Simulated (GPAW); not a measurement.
The system is SiC.

```
CELL_PARAMETERS angstrom
3.07569 0.00000 0.00000
-1.53785 2.66363 0.00000
0.00000 0.00000 10.07065
ATOMIC_POSITIONS crystal
Si 0.00000 0.00000 0.18789
Si 0.00000 0.00000 0.68789
Si 0.33333 0.66667 0.43784
Si 0.66667 0.33333 0.93784
C 0.00000 0.00000 0.00046
C 0.00000 0.00000 0.50046
C 0.33333 0.66667 0.24980
C 0.66667 0.33333 0.74980
```

The cell is a database's computed one.

Base run:

```yaml
Program: GPAW 26.7.0
Functional: revTPSS
Potentials_or_basis: GPAW PAW data sets (gpaw-data 1.2.1)
Cutoff: 800 eV
Basis: pw
k_mesh: 6 × 6 × 2
Occupations: fermi-dirac, width 0.05 eV
Spin: no spin polarisation
```

Its results: band gap on the k mesh 2.10 eV, indirect (least direct gap 3.23 eV); pressure 2.2 GPa.

**Question.** The run is repeated on the same cell with these changes: functional from revTPSS to PBE; potentials or basis from GPAW PAW data sets (gpaw-data 1.2.1) to SG15 ONCV 1.2; cutoff from 800 eV to 1100 eV. What comes out?

**Answer.** Band gap on the k mesh 2.25 eV, indirect (least direct gap 3.35 eV); pressure 4.1 GPa.

Caveats: the PAW data sets were made with another functional, which shifts forces and pressure a little (some runs).

Not every run made on this cell is shown here.
